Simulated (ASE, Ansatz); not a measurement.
## Al-Ir Mackay icosahedron of 55 atoms (core-shell): a reference run and its variants

The cell holds 55 atoms: 15 Ir and 40 Al. Cell: a = 19.744 Å, b = 19.744 Å, c = 19.744 Å, α = 90.0°, β = 90.0°, γ = 90.0°. It derives from Al and Ir. Mackay icosahedron of 55 atoms at a = 4.05 Å, 10 Å of vacuum, the 15 innermost atoms Ir; every coordinate displaced by a Gaussian of 0.05 Å. Vacuum lies along a, b and c.

Geometry: as built.

Reference run: Kohn-Sham DFT, PBE, PAW (set soft_2), plane waves (Ansatz 0.2.0), cutoff 420 eV, Γ point, fermi-dirac smearing of 0.1 eV.

| Item | Value |
| --- | --- |
| r.m.s. force component | 0.731 eV/Å |
| spacing of highest filled and lowest empty level | 0.1461 eV |
| SCF cycles | 10 |
| time | 75 s on 4 threads of Arm Neoverse V2, shared host |

Q: Estimate how much each variant changes the results, and its time and memory.
- support functions medium, spacing 0.45 Å
- support functions medium, spacing 0.375 Å
- support functions medium, spacing 0.325 Å

Each row is set against the plane-wave reference (Kohn-Sham DFT, PBE, PAW (set soft_2), plane waves; r.m.s. force component 0.731 eV/Å). Energies are set beside the reference only for runs with its functional, potentials and electron count. Times are for 4 threads of Arm Neoverse V2, shared host. The reference's time includes the DOS, ELF and grids, which some other runs skip.

```csv
run,"Δ force, r.m.s. (meV/Å)",share of r.m.s. force (%),Δ energy (meV/atom),cycles,time,host memory (GiB)
reference,-,-,-,10,75 s,6
"support functions medium, spacing 0.45 Å",403,55.1,68.2,36,2.3 min,3.9
"support functions medium, spacing 0.375 Å",54.4,7.45,-19.8,24,2 min,4.2
"support functions medium, spacing 0.325 Å",1.27,0.173,-3.26,31,4 min,5.4
```

Among numerical settings the force difference runs from 1.3 meV/Å (support functions medium, spacing 0.325 Å) to 403 meV/Å (support functions medium, spacing 0.45 Å). As the typed spacing goes from 0.325 to 0.45 Å, the force difference goes from 1.3 to 403 meV/Å, while the time lies between 2 min and 4 min. The main run has no spin polarisation, so any moments at edges, vacancies or dangling bonds can't form in it. The electron count is odd and the run has no spin polarisation, so levels at the top are partly filled by construction.

[Logs are printed without paths, hosts, clocks, repeated set-up lines and the standing remarks that a program may print on its own settings, such as how far it seeks lower states.]

[Hosts, paths, dates, database ids (printed as entryN), source tags and the programs' standing remarks are cut or masked in the printed files.]
